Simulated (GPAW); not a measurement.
The system is ZrS.

```xyz
2
Lattice="0.0000 2.6250 2.6250 2.6250 0.0000 2.6250 2.6250 2.6250 0.0000" Properties=species:S:1:pos:R:3 pbc="T T T"
Zr    0.0000    0.0000    0.0000
S     2.6250    2.6250    2.6250
```

```yaml
Program: GPAW 26.7.0
Task: relaxation of cell and atoms
Functional: PBEsol
Dispersion: D4
Potentials_or_basis: PAW data sets generated in the run's folder for this functional
Cutoff: 600 eV
Basis: pw
k_mesh: 9 × 9 × 9
Occupations: fermi-dirac, width 0.05 eV
Spin: no spin polarisation
```

At the start: pressure -8.7 GPa; volume 18.09 Å³/atom.

Where does the relaxation end?

Over 4 steps the energy falls by 32.2 meV/atom and the volume is 16.95 Å³/atom (-6.3 %); space group Fm-3m (No. 225, to 0.05 Å).

Step by step:
| step | energy change (eV) | largest force (eV/Å) | pressure (GPa) | volume (Å³) |
| --- | --- | --- | --- | --- |
| 1 | 0.0000 | 0.0000 | -8.68 | 36.18 |
| 2 | -0.0346 | 0.0000 | -6.17 | 35.42 |
| 3 | -0.0640 | 0.0000 | 0.60 | 33.76 |
| 4 | -0.0643 | 0.0000 | -0.03 | 33.90 |

Final structure:
```
CELL_PARAMETERS angstrom
0.00000 2.56874 2.56874
2.56874 0.00000 2.56874
2.56874 2.56874 0.00000
ATOMIC_POSITIONS crystal
Zr 0.00000 0.00000 0.00000
S 0.50000 0.50000 0.50000
```

Caveat: later steps reuse the first step's grids; pairwise dispersion overbinds metals, which lowers pressure and volume.
